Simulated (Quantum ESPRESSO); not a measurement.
Wanted: the native input for a Quantum ESPRESSO 7.5 run.

- Task: single point
- Functional: PBE
- Potentials or basis: SG15 PBE 1.2
- Cutoff: 762 eV
- Density cutoff: 3048 eV
- k mesh: 6 × 6 × 6
- Occupations: fermi-dirac, width 0.05 eV
- Spin: no spin polarisation
- Mixing beta: 0.5
- Most SCF iterations: 120
- SCF threshold: 2e-10 Ry

Pb:

```
Pb
1.0
     0.00000    2.47502    2.47502
     2.47502    0.00000    2.47502
     2.47502    2.47502    0.00000
Pb
1
Direct
  0.00000 0.00000 0.00000
```

These files were run (other wordings do the same):

pw.in

```
&CONTROL
  calculation = 'scf'
  prefix = 'pwscf'
  outdir = './tmp'
  pseudo_dir = './pseudo'
  tprnfor = .true.
  tstress = .true.
  disk_io = 'nowf'
/
&SYSTEM
  ibrav = 0
  nat = 1
  ntyp = 1
  ecutwfc = 56
  nbnd = 13
  occupations = 'smearing'
  smearing = 'fd'
  degauss = 0.00367493
/
&ELECTRONS
  conv_thr = 2d-10
  electron_maxstep = 120
  mixing_beta = 0.5
/
ATOMIC_SPECIES
Pb   207.2000 Pb_ONCV_PBE-1.2.upf
CELL_PARAMETERS angstrom
   0.0000000000    2.4750200000    2.4750200000
   2.4750200000    0.0000000000    2.4750200000
   2.4750200000    2.4750200000    0.0000000000
ATOMIC_POSITIONS crystal
Pb     0.0000000000    0.0000000000    0.0000000000
K_POINTS automatic
6 6 6 0 0 0
```

Potentials or basis: SG15 PBE 1.2.

The run is started by

```sh
$ OMP_NUM_THREADS=1 mpirun -n 2 pw.x -nk 2 -in pw.in > pw.out
```

Results of the run:

* Pressure: 3.4 GPa
* Band gap on the k mesh: none (metal or under the smearing width)

Caveat: the k mesh is coarse (spacing up to 0.37 Å⁻¹), so the values aren't converged.

Wall time 2.1 s on 2 MPI ranks on Arm Neoverse V2 (shared host), peak memory 0.1 GiB a rank.
